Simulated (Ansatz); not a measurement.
# LiNbO3 (cubic perovskite type): from bands to localised orbitals

Aim: build maximally localised Wannier functions for LiNbO3 (cubic perovskite type) from several sets of trial orbitals, and check spreads and centres, and how well the models interpolate the bands. The runs, in order: PBE, anion s p, 4×4×4; PBE, anion s p, 6×6×6; PBE, anion p, 4×4×4; PBE, metal d and anion p, 4×4×4; PBE, metal d, 4×4×4; r2SCAN, anion s p, 4×4×4; r2SCAN, anion p, 4×4×4; r2SCAN, metal d and anion p, 4×4×4 (level, trial orbitals, Wannier mesh).

Program: Ansatz 0.2.0. Level of theory: plane waves, PAW. These are calculated values, not measurements.

1 further run of the same task is left out (it didn't finish).

### 1 The structure to begin with

The structure is cubic, space group Pm-3m (No. 221). Conventional cell: a = 3.933 Å, b = 3.933 Å, c = 3.933 Å, α = 90.00°, β = 90.00°, γ = 90.00°. Around Li (site symmetry m-3m) lie 12 O at 2.78 Å. Nb (site symmetry m-3m) has 6 O at 1.97 Å as nearest neighbours. O (site symmetry 4/mmm) is surrounded by 2 Nb at 1.97 Å and 4 Li at 2.78 Å.

Structure file:

```cif
data_structure
_symmetry_space_group_name_H-M 'Pm-3m'
_symmetry_Int_Tables_number 221
_cell_length_a 3.9332
_cell_length_b 3.9332
_cell_length_c 3.9332
_cell_angle_alpha 90.000
_cell_angle_beta 90.000
_cell_angle_gamma 90.000
_cell_volume 60.85
loop_
_atom_site_label
_atom_site_type_symbol
_atom_site_symmetry_multiplicity
_atom_site_Wyckoff_symbol
_atom_site_fract_x
_atom_site_fract_y
_atom_site_fract_z
_atom_site_occupancy
Li1 Li 1 a 0.00000 0.00000 0.00000 1
Nb1 Nb 1 b 0.50000 0.50000 0.50000 1
O1 O 3 c 0.50000 0.50000 0.00000 1
```

The cell was relaxed beforehand with r2SCAN; those runs aren't shown.

### 2 PBE, anion s p, 4×4×4

Contents of input.yaml:

```yaml
crystal:
  lattice:
    - [3.9331683584, 0.0, 0.0]
    - [0.0, 3.9331683584, 0.0]
    - [0.0, 0.0, 3.9331683584]
  atoms:
    - { symbol: Li, position: [0.0, 0.0, 0.0] }
    - { symbol: Nb, position: [0.5, 0.5, 0.5] }
    - { symbol: O, position: [0.5, 0.5, 0.0] }
    - { symbol: O, position: [0.5, 0.0, 0.5] }
    - { symbol: O, position: [0.0, 0.5, 0.5] }
kpoints:
  mp_grid: { grid: [6, 6, 6] }
  band_path:
    path:
      - [[0.0, 0.0, 0.0], [3.018701807628e-51, 0.5, -5.76947963536e-69], [0.5, 0.5, 5.712743680722e-35], [0.0, 0.0, 0.0], [0.5, 0.5, 0.5], [3.018701807628e-51, 0.5, -5.76947963536e-69]]
      - [[0.5, 0.5, 0.5], [0.5, 0.5, 5.712743680722e-35]]
    npoints: 10
hamiltonian:
  xc: pbe
scf:
  occupations: { method: fixed }
  n_extra_bands: 6
output:
  forces: false
  stress: false
  eigenvalues: true
  wannier:
    kmesh: [4, 4, 4]
    projections: [{ species: O, l: s, shell: 2 }, { species: O, l: p, shell: 2 }]
    minimise: true
    write_hr: true
    conv_tol: 1.0e-08
    max_iter: 3000
  write_density: true
  write_potential: true
  elf: true
  volumetric_format: npy
```

Launch:

```
$ ansatz run input.yaml --threads 2 --pin off --max-ram 20275MiB --backend cpu --events-out ev --progress --plain --runs-dir out
```

The runs that follow: PBE, anion s p, 6×6×6; PBE, anion p, 4×4×4; PBE, metal d and anion p, 4×4×4; PBE, metal d, 4×4×4; r2SCAN, anion s p, 4×4×4; r2SCAN, anion p, 4×4×4; r2SCAN, metal d and anion p, 4×4×4.

**Question.** What will the summary of the whole plan be? Wanted: total spread, PBE, anion s p, 4×4×4; total spread, PBE, anion s p, 6×6×6; total spread, PBE, anion p, 4×4×4; total spread, PBE, metal d and anion p, 4×4×4; total spread, PBE, metal d, 4×4×4; total spread, r2SCAN, anion s p, 4×4×4; total spread, r2SCAN, anion p, 4×4×4; total spread, r2SCAN, metal d and anion p, 4×4×4; centres of the first set.

The runs gave:

| quantity | value |
| --- | --- |
| total spread, PBE, anion s p, 4×4×4 | 11.00 Å² over 12 functions |
| total spread, PBE, anion s p, 6×6×6 | 11.58 Å² over 12 functions |
| total spread, PBE, anion p, 4×4×4 | 10.52 Å² over 9 functions |
| total spread, PBE, metal d and anion p, 4×4×4 | 15.13 Å² over 14 functions |
| total spread, PBE, metal d, 4×4×4 | 12.87 Å² over 5 functions |
| total spread, r2SCAN, anion s p, 4×4×4 | 10.68 Å² over 12 functions |
| total spread, r2SCAN, anion p, 4×4×4 | 10.19 Å² over 9 functions |
| total spread, r2SCAN, metal d and anion p, 4×4×4 | 13.38 Å² over 14 functions |
| centres of the first set | 0.25 to 0.43 Å from the nearest atom |

What this shows: With PBE, anion s p, 4×4×4 the 12 functions move off the atoms, with a mean spread of 0.92 Å²; 87 % of the total is gauge invariant. The total spread goes from 11.00 Å² on 4×4×4 to 11.58 Å² on 6×6×6: finite differences in k understate it on coarse meshes, while the largest miss of a band goes from 0.07 to 0.02 eV. On one set and mesh the functional gives 11.00 (PBE), 10.68 (r2SCAN) Å².
